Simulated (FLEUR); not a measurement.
# SiO2 (P4_2/mnm) in FLEUR: further runs

Aim: see how the results for SiO2 move with the level of theory and the settings. Levels: r2SCAN, LDA. Tasks: band structure.

All numbers are computed with FLEUR MaX-R8.1 (later development tree); they aren't measurements. Logs are shortened: lines on timing, memory, paths and dates and some standing lists are left out, and cuts for length are marked.

## (1) Starting point

It takes space group P4_2/mnm (No. 136, tetragonal). The conventional cell has a = 4.233 Å, b = 4.233 Å, c = 2.693 Å, α = 90.00°, β = 90.00°, γ = 90.00°. Si (site symmetry mmm) has 6 O at 1.78 to 1.84 Å as nearest neighbours. O (site symmetry m2m) has 3 Si at 1.78 to 1.84 Å as nearest neighbours.

The cell comes from a database or a generator and needn't be the stable form of this composition.

## (2) Band structure, r2SCAN

inp.xml reads:

```xml
<?xml version="1.0" encoding="UTF-8" standalone="no"?>
<fleurInput fleurInputVersion="0.39">
   <comment>
      SiO2                                                                                                
   </comment>
   <calculationSetup>
      <cutoffs Kmax="5.9" Gmax="18.3" GmaxXC="18.3" numbands="0"/>
      <scfLoop itmax="80" minDistance="0.0001" maxIterBroyd="30" imix="Anderson" alpha="0.05" precondParam="0.0" spinf="2.0" sdNocoIR="T"/>
      <coreElectrons ctail="F" frcor="F" kcrel="0" coretail_lmax="0"/>
      <xcFunctional name="LibXC" relativisticCorrections="F">
         <LibXCName exchange="mgga_x_r2scan" correlation="mgga_c_r2scan"/>
         <AuxGGA exchange="117" correlation="130"/>
      </xcFunctional>
      <magnetism jspins="1"/>
      <soc l_soc="F" theta="0.0" phi="0.0" spav="F"/>
      <expertModes spex="0" secvar="F"/>
      <geometryOptimization l_f="F" forcealpha="1.0" forcemix="BFGS" epsdisp="0.00001" epsforce="0.00001"/>
      <ldaU l_linMix="F" mixParam="0.05" spinf="1.0"/>
   </calculationSetup>
   <cell>
      <bzIntegration valenceElectrons="48.0" mode="hist" fermiSmearingEnergy="0.00183747">
         <kPointListSelection listName="default-1"/>
         <!-- k-points included here -->
         <xi:include xmlns:xi="http://www.w3.org/2001/XInclude" href="kpts.xml"> </xi:include>
[... 38 lines left out ...]
         <lo type="SCLO" l="1" n="2" eDeriv="2"/>
         <lo type="SCLO" l="2" n="3" eDeriv="2"/>
      </species>
   </atomSpecies>
   <atomGroups>
      <atomGroup species="Silicon (Si)">
         <relPos label="                   1">.0000000000 .0000000000 .0000000000</relPos>
         <relPos label="                   2">1.000/2.000 1.000/2.000 1.000/2.000</relPos>
         <force calculate="T" relaxXYZ="TTT"/>
      </atomGroup>
      <atomGroup species="Oxygen (O)">
         <relPos label="                   3">-.1931610000 .1931610000 1.000/2.000</relPos>
         <relPos label="                   4">.3068390000 .3068390000 .0000000000</relPos>
         <relPos label="                   5">.1931610000 -.1931610000 1.000/2.000</relPos>
         <relPos label="                   6">-.3068390000 -.3068390000 .0000000000</relPos>
         <force calculate="T" relaxXYZ="TTT"/>
      </atomGroup>
   </atomGroups>
   <output dos="F" band="F" slice="F">
      <checks vchk="F" cdinf="F"/>
      <bandDOS minEnergy="-.5*Htr" maxEnergy="0.5*Htr" sigma="0.015" storeEVData="T"/>
      <vacuumDOS vacdos="F" integ="F" star="F" nstars="0" locx1="0.0" locy1="0.0" locx2="0.0" locy2="0.0" nstm="0" tworkf="0.0"/>
      <unfoldingBand unfoldBand="F" supercellX="1" supercellY="1" supercellZ="1"/>
      <plotting iplot="0" polar="F">
         <plot TwoD="T" vec1="  1.0  0.0  0.0" vec2="  0.0  1.0  0.0" vec3="  0.0  0.0  1.0" zero="  0.0  0.0  0.0" file="plot"/>
      </plotting>
      <chargeDensitySlicing numkpt="0" minEigenval="0.0" maxEigenval="0.0" nnne="0" pallst="F"/>
      <specialOutput eonly="F"/>
      <moessbauerParams electricFieldGradient="T" isomerShift="T" coreHyperfine="T" valenceHyperfine="T"/>
      <magneticCircularDichroism mcd="F" energyLo="-10.0" energyUp="0.0"/>
   </output>
  <!-- We include the file relax.xml here to enable relaxations (see documentation) -->
  <xi:include xmlns:xi="http://www.w3.org/2001/XInclude" href="relax.xml"> <xi:fallback/> </xi:include>
</fleurInput>
```

crystal.txt reads:

```
SiO2
&input cartesian=F /
4.2331690000  0.0000000000  0.0000000000
0.0000000000  4.2331690000  0.0000000000
0.0000000000  0.0000000000  2.6934950000
1.8897261246
1.0 1.0 1.0

6
14 0.0000000000  0.0000000000  0.0000000000
14 0.5000000000  0.5000000000  0.5000000000
8 0.8068390000  0.1931610000  0.5000000000
8 0.3068390000  0.3068390000  0.0000000000
8 0.1931610000  0.8068390000  0.5000000000
8 0.6931610000  0.6931610000  0.0000000000

&kpt div1=6 div2=6 div3=10 gamma=T /
```

inp.xml (bands) reads:

```
<?xml version="1.0" encoding="UTF-8" standalone="no"?>
<fleurInput fleurInputVersion="0.39">
   <comment>
      SiO2                                                                                                
   </comment>
   <calculationSetup>
      <cutoffs Kmax="5.9" Gmax="18.3" GmaxXC="18.3" numbands="0"/>
      <scfLoop itmax="80" minDistance="0.0001" maxIterBroyd="30" imix="Anderson" alpha="0.05" precondParam="0.0" spinf="2.0" sdNocoIR="T"/>
      <coreElectrons ctail="F" frcor="F" kcrel="0" coretail_lmax="0"/>
      <xcFunctional name="LibXC" relativisticCorrections="F">
         <LibXCName exchange="mgga_x_r2scan" correlation="mgga_c_r2scan"/>
         <AuxGGA exchange="117" correlation="130"/>
      </xcFunctional>
      <magnetism jspins="1"/>
      <soc l_soc="F" theta="0.0" phi="0.0" spav="F"/>
      <expertModes spex="0" secvar="F"/>
      <geometryOptimization l_f="F" forcealpha="1.0" forcemix="BFGS" epsdisp="0.00001" epsforce="0.00001"/>
      <ldaU l_linMix="F" mixParam="0.05" spinf="1.0"/>
   </calculationSetup>
   <cell>
      <bzIntegration valenceElectrons="48.0" mode="hist" fermiSmearingEnergy="0.00183747">
         <kPointListSelection listName="path-1"/>
         <!-- k-points included here -->
         <xi:include xmlns:xi="http://www.w3.org/2001/XInclude" href="kpts.xml"> </xi:include>
[... 39 lines left out ...]
         <lo type="SCLO" l="2" n="3" eDeriv="2"/>
      </species>
   </atomSpecies>
   <atomGroups>
      <atomGroup species="Silicon (Si)">
         <relPos label="                   1">.0000000000 .0000000000 .0000000000</relPos>
         <relPos label="                   2">1.000/2.000 1.000/2.000 1.000/2.000</relPos>
         <force calculate="T" relaxXYZ="TTT"/>
      </atomGroup>
      <atomGroup species="Oxygen (O)">
         <relPos label="                   3">-.1931610000 .1931610000 1.000/2.000</relPos>
         <relPos label="                   4">.3068390000 .3068390000 .0000000000</relPos>
         <relPos label="                   5">.1931610000 -.1931610000 1.000/2.000</relPos>
         <relPos label="                   6">-.3068390000 -.3068390000 .0000000000</relPos>
         <force calculate="T" relaxXYZ="TTT"/>
      </atomGroup>
   </atomGroups>
   <output dos="F" band="T" slice="F">
      <checks vchk="F" cdinf="F"/>
      <bandDOS minEnergy="-.5*Htr" maxEnergy="0.5*Htr" sigma="0.015" storeEVData="T"/>
      <vacuumDOS vacdos="F" integ="F" star="F" nstars="0" locx1="0.0" locy1="0.0" locx2="0.0" locy2="0.0" nstm="0" tworkf="0.0"/>
      <unfoldingBand unfoldBand="F" supercellX="1" supercellY="1" supercellZ="1"/>
      <plotting iplot="0" polar="F">
         <plot TwoD="T" vec1="  1.0  0.0  0.0" vec2="  0.0  1.0  0.0" vec3="  0.0  0.0  1.0" zero="  0.0  0.0  0.0" file="plot"/>
      </plotting>
      <chargeDensitySlicing numkpt="0" minEigenval="0.0" maxEigenval="0.0" nnne="0" pallst="F"/>
      <specialOutput eonly="F"/>
      <moessbauerParams electricFieldGradient="T" isomerShift="T" coreHyperfine="T" valenceHyperfine="T"/>
      <magneticCircularDichroism mcd="F" energyLo="-10.0" energyUp="0.0"/>
   </output>
  <!-- We include the file relax.xml here to enable relaxations (see documentation) -->
  <xi:include xmlns:xi="http://www.w3.org/2001/XInclude" href="relax.xml"> <xi:fallback/> </xi:include>
</fleurInput>
```

Potentials or basis: all-electron, FLAPW.

Run with:

```sh
> inpgen -f crystal.txt -profile fastHighL
> # inp.xml edited to the form shown
> mpirun -n 4 fleur_MPI -pe_per_kpt 1
> mpirun -n 4 fleur_MPI -pe_per_kpt 1   # second run, on inp.xml (bands)
```

The log of the run:

```text
Welcome to FLEUR        (www.flapw.de)
      MaX-Release 8.1          (www.max-centre.eu)

 func_ids         498         497         498         497
 func_ids         498         497         498         497
 func_ids         498         497         498         497
 func_ids         498         497         498         497
 MetaGGA potential functional detected - V_tau will be computed
 Auxiliary Potential for radial basis: exchange=         117  correlation=         130
The functional 'Re-regularized SCAN exchange by Furness et al' is an exchange functional, it belongs to the 'MGGA' family and is defined in the reference(s):
[1] J. W. Furness, A. D. Kaplan, J. Ning, J. P. Perdew, and J. Sun.,  J. Phys. Chem. Lett. 11, 8208-8215 (2020)
[2] J. W. Furness, A. D. Kaplan, J. Ning, J. P. Perdew, and J. Sun.,  J. Phys. Chem. Lett. 11, 9248-9248 (2020)
The functional 'Re-regularized SCAN correlation by Furness et al' is a correlation functional, it belongs to the 'MGGA' family and is defined in the reference(s):
[1] J. W. Furness, A. D. Kaplan, J. Ning, J. P. Perdew, and J. Sun.,  J. Phys. Chem. Lett. 11, 8208-8215 (2020)
[2] J. W. Furness, A. D. Kaplan, J. Ning, J. P. Perdew, and J. Sun.,  J. Phys. Chem. Lett. 11, 9248-9248 (2020)
 MetaGGA potential functional detected - V_tau will be computed
 Auxiliary Potential for radial basis: exchange=         117  correlation=         130
 MetaGGA potential functional detected - V_tau will be computed
 Auxiliary Potential for radial basis: exchange=         117  correlation=         130
[... 10 lines left out ...]
[1] J. W. Furness, A. D. Kaplan, J. Ning, J. P. Perdew, and J. Sun.,  J. Phys. Chem. Lett. 11, 8208-8215 (2020)
[2] J. W. Furness, A. D. Kaplan, J. Ning, J. P. Perdew, and J. Sun.,  J. Phys. Chem. Lett. 11, 9248-9248 (2020)
The functional 'Re-regularized SCAN correlation by Furness et al' is a correlation functional, it belongs to the 'MGGA' family and is defined in the reference(s):
[1] J. W. Furness, A. D. Kaplan, J. Ning, J. P. Perdew, and J. Sun.,  J. Phys. Chem. Lett. 11, 8208-8215 (2020)
[2] J. W. Furness, A. D. Kaplan, J. Ning, J. P. Perdew, and J. Sun.,  J. Phys. Chem. Lett. 11, 9248-9248 (2020)
 Using same functional for VXC and EXC
[2] J. W. Furness, A. D. Kaplan, J. Ning, J. P. Perdew, and J. Sun.,  J. Phys. Chem. Lett. 11, 9248-9248 (2020)
The functional 'Re-regularized SCAN correlation by Furness et al' is a correlation functional, it belongs to the 'MGGA' family and is defined in the reference(s):
[1] J. W. Furness, A. D. Kaplan, J. Ning, J. P. Perdew, and J. Sun.,  J. Phys. Chem. Lett. 11, 8208-8215 (2020)
[2] J. W. Furness, A. D. Kaplan, J. Ning, J. P. Perdew, and J. Sun.,  J. Phys. Chem. Lett. 11, 9248-9248 (2020)
 Using same functional for VXC and EXC
[1] J. W. Furness, A. D. Kaplan, J. Ning, J. P. Perdew, and J. Sun.,  J. Phys. Chem. Lett. 11, 8208-8215 (2020)
[2] J. W. Furness, A. D. Kaplan, J. Ning, J. P. Perdew, and J. Sun.,  J. Phys. Chem. Lett. 11, 9248-9248 (2020)
 Using same functional for VXC and EXC

 ========== k-point set info ==========
 Selected k-point list: default-1
 k-point list type: mesh
 6 x 6 x 10
 Number of k points: 60

 ------------Calculation Setup---------------------------
 Number of MPI-tasks      :            4
 Number of PE/node        :            4
 Number of OMP-threads    :            1
 Using exactly            1  PE per kpt
 k-points in parallel     :            4
 pe's per k-point         :            1
 No of k-point loops      :           15
 Using exactly            1  PE per kpt
 Using exactly            1  PE per kpt
 Using exactly            1  PE per kpt
 Eigenvalue solver        :       lapack
 Number of basis functions:         1322
 Approximate size of matrices (H+S) per k-point:         0.026 GB
 --------------------------------------------------------
The functional 'Hammer, Hansen, and Norskov' is an exchange functional, it belongs to the 'GGA' family and is defined in the reference(s):
[1] B. Hammer, L. B. Hansen, and J. K. Nørskov.,  Phys. Rev. B 59, 7413 (1999)
[... 6 lines left out ...]
[1] B. Hammer, L. B. Hansen, and J. K. Nørskov.,  Phys. Rev. B 59, 7413 (1999)
The functional 'Perdew, Burke & Ernzerhof' is a correlation functional, it belongs to the 'GGA' family and is defined in the reference(s):
[1] J. P. Perdew, K. Burke, and M. Ernzerhof.,  Phys. Rev. Lett. 77, 3865 (1996)
[2] J. P. Perdew, K. Burke, and M. Ernzerhof.,  Phys. Rev. Lett. 78, 1396 (1997)
 Using same functional for VXC and EXC
 Using auxiliary GGA potential for the first iteration of MetaGGA calculation.
The functional 'Hammer, Hansen, and Norskov' is an exchange functional, it belongs to the 'GGA' family and is defined in the reference(s):
[1] B. Hammer, L. B. Hansen, and J. K. Nørskov.,  Phys. Rev. B 59, 7413 (1999)
The functional 'Perdew, Burke & Ernzerhof' is a correlation functional, it belongs to the 'GGA' family and is defined in the reference(s):
[1] J. P. Perdew, K. Burke, and M. Ernzerhof.,  Phys. Rev. Lett. 77, 3865 (1996)
[2] J. P. Perdew, K. Burke, and M. Ernzerhof.,  Phys. Rev. Lett. 78, 1396 (1997)
 Using same functional for VXC and EXC
 Using auxiliary GGA potential for the first iteration of MetaGGA calculation.
The functional 'Hammer, Hansen, and Norskov' is an exchange functional, it belongs to the 'GGA' family and is defined in the reference(s):
[1] B. Hammer, L. B. Hansen, and J. K. Nørskov.,  Phys. Rev. B 59, 7413 (1999)
The functional 'Perdew, Burke & Ernzerhof' is a correlation functional, it belongs to the 'GGA' family and is defined in the reference(s):
[1] J. P. Perdew, K. Burke, and M. Ernzerhof.,  Phys. Rev. Lett. 77, 3865 (1996)
[2] J. P. Perdew, K. Burke, and M. Ernzerhof.,  Phys. Rev. Lett. 78, 1396 (1997)
 Using same functional for VXC and EXC
 Using auxiliary GGA potential for the first iteration of MetaGGA calculation.
 Reset of history
 Reset of history
 Iteration:     1   Distance:      32.00762108 me/bohr^3
The functional 'Hammer, Hansen, and Norskov' is an exchange functional, it belongs to the 'GGA' family and is defined in the reference(s):
[1] B. Hammer, L. B. Hansen, and J. K. Nørskov.,  Phys. Rev. B 59, 7413 (1999)
The functional 'Perdew, Burke & Ernzerhof' is a correlation functional, it belongs to the 'GGA' family and is defined in the reference(s):
[1] J. P. Perdew, K. Burke, and M. Ernzerhof.,  Phys. Rev. Lett. 77, 3865 (1996)
[2] J. P. Perdew, K. Burke, and M. Ernzerhof.,  Phys. Rev. Lett. 78, 1396 (1997)
 Using same functional for VXC and EXC
The functional 'Hammer, Hansen, and Norskov' is an exchange functional, it belongs to the 'GGA' family and is defined in the reference(s):
[1] B. Hammer, L. B. Hansen, and J. K. Nørskov.,  Phys. Rev. B 59, 7413 (1999)
The functional 'Perdew, Burke & Ernzerhof' is a correlation functional, it belongs to the 'GGA' family and is defined in the reference(s):
[1] J. P. Perdew, K. Burke, and M. Ernzerhof.,  Phys. Rev. Lett. 77, 3865 (1996)
[2] J. P. Perdew, K. Burke, and M. Ernzerhof.,  Phys. Rev. Lett. 78, 1396 (1997)
 Using same functional for VXC and EXC
The functional 'Hammer, Hansen, and Norskov' is an exchange functional, it belongs to the 'GGA' family and is defined in the reference(s):
[1] B. Hammer, L. B. Hansen, and J. K. Nørskov.,  Phys. Rev. B 59, 7413 (1999)
The functional 'Perdew, Burke & Ernzerhof' is a correlation functional, it belongs to the 'GGA' family and is defined in the reference(s):
[1] J. P. Perdew, K. Burke, and M. Ernzerhof.,  Phys. Rev. Lett. 77, 3865 (1996)
[... 320 lines left out ...]
 Using same functional for VXC and EXC
The functional 'Hammer, Hansen, and Norskov' is an exchange functional, it belongs to the 'GGA' family and is defined in the reference(s):
[1] B. Hammer, L. B. Hansen, and J. K. Nørskov.,  Phys. Rev. B 59, 7413 (1999)
The functional 'Perdew, Burke & Ernzerhof' is a correlation functional, it belongs to the 'GGA' family and is defined in the reference(s):
[1] J. P. Perdew, K. Burke, and M. Ernzerhof.,  Phys. Rev. Lett. 77, 3865 (1996)
[2] J. P. Perdew, K. Burke, and M. Ernzerhof.,  Phys. Rev. Lett. 78, 1396 (1997)
 Using same functional for VXC and EXC
The functional 'Hammer, Hansen, and Norskov' is an exchange functional, it belongs to the 'GGA' family and is defined in the reference(s):
[1] B. Hammer, L. B. Hansen, and J. K. Nørskov.,  Phys. Rev. B 59, 7413 (1999)
The functional 'Perdew, Burke & Ernzerhof' is a correlation functional, it belongs to the 'GGA' family and is defined in the reference(s):
[1] J. P. Perdew, K. Burke, and M. Ernzerhof.,  Phys. Rev. Lett. 77, 3865 (1996)
[2] J. P. Perdew, K. Burke, and M. Ernzerhof.,  Phys. Rev. Lett. 78, 1396 (1997)
 Using same functional for VXC and EXC
 Iteration:    15   Distance:       0.00003613 me/bohr^3

 ********************************************************************
 Run finished successfully
 Stop message:
   all done
 ********************************************************************
```

It took 1.9 min on 4 MPI ranks of Intel Xeon 6975P-C (Granite Rapids), shared host.

Results:

- Free energy: -23995.5251 eV
- Band gap on the k mesh: 5.99 eV, direct
- Band gap along the path: 5.99 eV, direct
- Valence electrons inside the program's atomic spheres: Si 8.91; O 4.83 (radii Si 1.66, O 1.44 bohr)

Levels at the corners of the path, in eV from the valence-band top:
```csv
point,band 22,band 23,band 24,band 25,band 26,band 27
Γ,-0.85,-0.85,0.00,5.99,7.55,9.28
X,-2.64,-1.05,-1.05,8.30,8.30,9.87
M,-2.56,-2.21,-2.21,8.03,8.03,10.80
Γ,-0.85,-0.85,0.00,5.99,7.55,9.28
Z,-2.93,-2.60,-2.60,9.75,9.75,13.46
R,-2.22,-1.71,-1.71,9.51,9.51,10.55
A,-1.74,-1.52,-1.52,7.84,7.84,11.74
Z,-2.93,-2.60,-2.60,9.75,9.75,13.46
X,-2.64,-1.05,-1.05,8.30,8.30,9.87
R,-2.22,-1.71,-1.71,9.51,9.51,10.55
M,-2.56,-2.21,-2.21,8.03,8.03,10.80
A,-1.74,-1.52,-1.52,7.84,7.84,11.74
```

Core levels (eV from the Fermi level):
```
atom         levels
1 Si  1s1/2 -1781.1
2 Si  1s1/2 -1781.1
 3 O   1s1/2 -504.8
 4 O   1s1/2 -504.8
 5 O   1s1/2 -504.8
 6 O   1s1/2 -504.8
```

Caveat: the meta-GGA is that of a development version, with a GGA for the radial functions and cores and without core tails. r2SCAN opens gaps a little over a GGA but as a rule still falls short of measured ones.

(Continued in part 2 of 2.)
